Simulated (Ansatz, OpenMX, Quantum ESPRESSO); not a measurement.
**TiSe2: programs and potentials compared**

```
Se Ti
1.0
     3.53600    0.00000    0.00000
    -1.76800    3.06227    0.00000
     0.00000    0.00000   24.06844
Se Ti
4 2
Direct
  0.66667 0.33333 0.31161
  0.33333 0.66667 0.43893
  0.66667 0.33333 0.56107
  0.33333 0.66667 0.68839
  0.00000 0.00000 0.37527
  0.00000 0.00000 0.62473
```

Alike in all runs: functional PBE; k mesh 9 × 9 × 1; occupations fermi-dirac, width 0.05 eV; no spin polarisation; no spin-orbit coupling.

```json
{"program and potentials": "Ansatz, Ansatz PAW", "plane-wave cutoff (eV)": "420", "notes": "14.67 valence electrons an atom on average", "largest force (eV/Å)": "0.216"}
{"program and potentials": "Quantum ESPRESSO, PseudoDojo 0.4.1 SR PBE standard", "plane-wave cutoff (eV)": "1170", "notes": "14.67 valence electrons an atom on average", "largest force (eV/Å)": "0.215"}
{"program and potentials": "OpenMX, OpenMX 2013 PBE set, Se7.0-s3p2d2, Ti7.0-s3p2d2, grid cutoff 400 Ry", "plane-wave cutoff (eV)": "-", "notes": "atomic basis; 8 valence electrons an atom on average", "largest force (eV/Å)": "0.346"}
```

Force on atom 1 (Se), eV/Å:

```json
{"program and potentials": "Ansatz, Ansatz PAW", "x": "0.000", "y": "0.000", "z": "-0.216"}
{"program and potentials": "Quantum ESPRESSO, PseudoDojo 0.4.1 SR PBE standard", "x": "0.000", "y": "0.000", "z": "-0.215"}
{"program and potentials": "OpenMX, OpenMX 2013 PBE set, Se7.0-s3p2d2, Ti7.0-s3p2d2, grid cutoff 400 Ry", "x": "-0.003", "y": "0.000", "z": "-0.346"}
```

Rows in atomic bases carry the error of their basis and grid, which can be large.

Differences between rows come from potentials, basis sets and numerical settings, since the functional is the same but for its coding. Runs on potential files found faulty are left out.
